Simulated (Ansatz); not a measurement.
## Relativistic treatment of Re

```
Re
1.0
     0.00000    1.97500    1.97500
     1.97500    0.00000    1.97500
     1.97500    1.97500    0.00000
Re
1
Direct
  0.00000 0.00000 0.00000
```

The conventional cell has a = 3.950 Å, b = 3.950 Å, c = 3.950 Å, α = 90.00°, β = 90.00°, γ = 90.00°. Re (atom 1) is surrounded by 12 Re at 2.79 Å.

The geometry is COD entry 1534939, unchecked; take it as a test cell.

One fixed cell is solved with PBE by full-potential LAPW in Ansatz 0.2.0 under different relativistic treatments. Pressure is positive in compression.

Numerical set-up: a Γ-centred 14×14×14 k mesh, Fermi–Dirac smearing of 0.05 eV, basis error target 0.25 meV/atom, no spin polarisation.

```json
{"setting": "scalar-relativistic", "P (GPa)": "-9.00"}
{"setting": "non-relativistic", "P (GPa)": "14.42"}
{"setting": "with spin–orbit coupling", "P (GPa)": "-8.36"}
{"setting": "scalar-relativistic, point nuclei", "P (GPa)": "-9.03"}
{"setting": "scalar-relativistic, inner shells corrected to Dirac", "P (GPa)": "-8.86"}
```
